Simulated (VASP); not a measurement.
A run of VASP 6.6.1 is set up as follows.

The input INCAR:

```
SYSTEM = SnO2
ALGO = Normal
EDIFF = 1E-6
ENCUT = 520
GGA_COMPAT = .False.
ISIF = 2
ISMEAR = 0
KPAR = 4
LASPH = .True.
LCHARG = .False.
LORBIT = 11
LREAL = .False.
LSORBIT = .True.
LWAVE = .False.
MAGMOM = 0 0 0 0 0 0 0 0 0 0 0 0 0 0 0 0 0 0
NBANDS = 68
NELM = 100
PREC = Accurate
SIGMA = 0.02
```

Contents of KPOINTS:

```
k-points
0
Gamma
  4 4 6
  0 0 0
```

File POSCAR:

```
SnO2
1.0
    4.7380000000      0.0000000000      0.0000000000
    0.0000000000      4.7380000000      0.0000000000
    0.0000000000      0.0000000000      3.1865000000
Sn O
2 4
Direct
    0.5000000000      0.5000000000      0.5000000000
    0.0000000000      0.0000000000      0.0000000000
    0.8071000000      0.1929000000      0.5000000000
    0.6929000000      0.6929000000      0.0000000000
    0.1929000000      0.8071000000      0.5000000000
    0.3071000000      0.3071000000      0.0000000000
```

The input KPOINTS_OPT:

```
path GXMGZRAZ,XR,MA
20
line-mode
reciprocal
 0.0000000000  0.0000000000  0.0000000000  G
 0.0000000000  0.5000000000  0.0000000000  X

 0.0000000000  0.5000000000  0.0000000000  X
 0.5000000000  0.5000000000  0.0000000000  M

 0.5000000000  0.5000000000  0.0000000000  M
 0.0000000000  0.0000000000  0.0000000000  G

 0.0000000000  0.0000000000  0.0000000000  G
 0.0000000000  0.0000000000  0.5000000000  Z

 0.0000000000  0.0000000000  0.5000000000  Z
 0.0000000000  0.5000000000  0.5000000000  R

 0.0000000000  0.5000000000  0.5000000000  R
 0.5000000000  0.5000000000  0.5000000000  A

 0.5000000000  0.5000000000  0.5000000000  A
 0.0000000000  0.0000000000  0.5000000000  Z

 0.0000000000  0.5000000000  0.0000000000  X
 0.0000000000  0.5000000000  0.5000000000  R

 0.5000000000  0.5000000000  0.0000000000  M
 0.5000000000  0.5000000000  0.5000000000  A
```

Potentials or basis: VASP PAW LDA potentials, release 64 (Sn_d, O).

Run with:

```console
$ cat potpaw_LDA.64/Sn_d/POTCAR potpaw_LDA.64/O/POTCAR > POTCAR
$ mpirun -np 4 vasp_ncl > vasp.out
```

**Question.** Estimate the largest force.

**Answer.** 0.179 eV/Å.

**Question.** Predict the pressure.

**Answer.** 0.3 GPa.

Stress tensor (GPa, compression positive):
```
-0.26  0.00  0.00
 0.00 -0.26  0.00
 0.00  0.00  1.27
```
